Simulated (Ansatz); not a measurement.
CaF₂ (fluorite)

```yaml
crystal:
  lattice:
    - [0.00000, 5.51106, 5.51106]
    - [2.75553, 2.75553, 5.51106]
    - [2.75553, 2.75553, 0.00000]
  atoms:
    - { symbol: Ca, position: [0.00000, 0.00000, 0.00000] }
    - { symbol: Ca, position: [0.50000, 0.00000, 0.00000] }
    - { symbol: F, position: [0.00000, 0.75000, 0.75000] }
    - { symbol: F, position: [0.50000, 0.75000, 0.75000] }
    - { symbol: F, position: [0.00000, 0.25000, 0.25000] }
    - { symbol: F, position: [0.50000, 0.25000, 0.25000] }
```

A phonon eigenvector at X = (0.5, 0.5, 0.0) is frozen into this cell: atom i moves by Q times the vector below, so Q is the largest atomic displacement, in Å. The cell is held. It is one choice among 2 degenerate patterns. (q is in reciprocal vectors of the primitive cell; the cell shown is doubled to hold the pattern.)

```csv
atom,x,y,z
F3,0.000,-1.000,0.000
F4,0.000,1.000,0.000
F5,0.000,1.000,0.000
F6,0.000,-1.000,0.000
```

Atoms not listed stay in place.

Level of theory: PBE (plane waves to 420 eV, PAW, scalar-relativistic; Ansatz, a first-principles code). k mesh 10×10×10 (Γ-centred), Fermi-Dirac smearing 0.05 eV. CaF2 was relaxed with its symmetry unable to fall. 

```csv
Q (Å),−dE/dQ from forces (eV/Å)
-0.280,2.135
-0.233,1.742
-0.187,1.367
-0.140,1.007
-0.093,0.663
-0.047,0.328
0.000,0.000
0.047,-0.328
0.093,-0.663
0.140,-1.007
0.187,-1.367
0.233,-1.742
0.280,-2.135
```

Q: What harmonic wavenumber does the curvature at Q = 0 give?

A: 158 cm⁻¹. E″ = 7.02 eV/Å², M = Σ mᵢ|uᵢ|² = 76.0 u, ν̃ = 521.5·√(|E″|/M).

(For displaced atoms, the force is minus the slope of the energy, and its curvature is a force constant, which sets phonon frequencies.)
